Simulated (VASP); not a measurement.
Input of a VASP 6.6.1 run:

The input INCAR:

```
PREC = Accurate
ENCUT = 520
EDIFF = 1E-6
ISMEAR = 0
SIGMA = 0.1
LREAL = F
LASPH = T
NELM = 60
ALGO = Fast
ISIF = 2
LWAVE = F
LCHARG = F
LDIPOL = T
IDIPOL = 3
DIPOL = 0.5 0.5 0.312
GGA = PE
NBANDS = 32
```

The input KPOINTS:

```
regular mesh
0
Gamma
  6 6 1
```

The input POSCAR:

```
Al6H
1.0
    5.7143028096      0.0000000000      0.0000000000
   -2.8571514048      4.9487313980      0.0000000000
    0.0000000000      0.0000000000     22.6016424997
Al H
12 2
Direct
    0.3333333333      0.1666666667      0.1769782882
    0.3333333333      0.6666666667      0.1769782882
    0.8333333333      0.1666666667      0.1769782882
    0.8333333333      0.6666666667      0.1769782882
    0.1666666667      0.3333333333      0.2787817902
    0.1666666667      0.8333333333      0.2787817902
    0.6666666667      0.3333333333      0.2787817902
    0.6666666667      0.8333333333      0.2787817902
    0.0000000000      0.0000000000      0.3805759913
    0.0000000000      0.5000000000      0.3805759913
    0.5000000000      0.0000000000      0.3805759913
    0.5000000000      0.5000000000      0.3805759913
    0.2299961425      0.1666666667      0.5133097075
    0.4366705242      0.1666666667      0.5133097075
```

Potentials or basis: VASP PAW PBE potentials, release 64 (Al, H).

Command:

```sh
$ cat potpaw_PBE.64/Al/POTCAR potpaw_PBE.64/H/POTCAR > POTCAR
$ mpirun -np 1 vasp_std > vasp.out
```

Question: Estimate the largest force.

Answer: 4.446 eV/Å.

Question: Estimate the band gap on the k mesh.

Answer: None (metal or under the smearing width).

Forces in eV/Å, atoms in the order of the input:
```
Al   0.000  0.004 -0.011
Al  -0.005 -0.007 -0.004
Al   0.000  0.012 -0.001
Al   0.005 -0.007 -0.004
Al   0.017  0.001 -0.014
Al   0.000  0.013 -0.023
Al  -0.017  0.001 -0.014
Al   0.000 -0.008  0.021
Al   0.022  0.003  0.006
Al   0.000  0.009  0.028
Al  -0.022  0.003  0.006
Al   0.000 -0.020 -0.016
H    4.446 -0.003  0.013
H   -4.446 -0.003  0.013
```
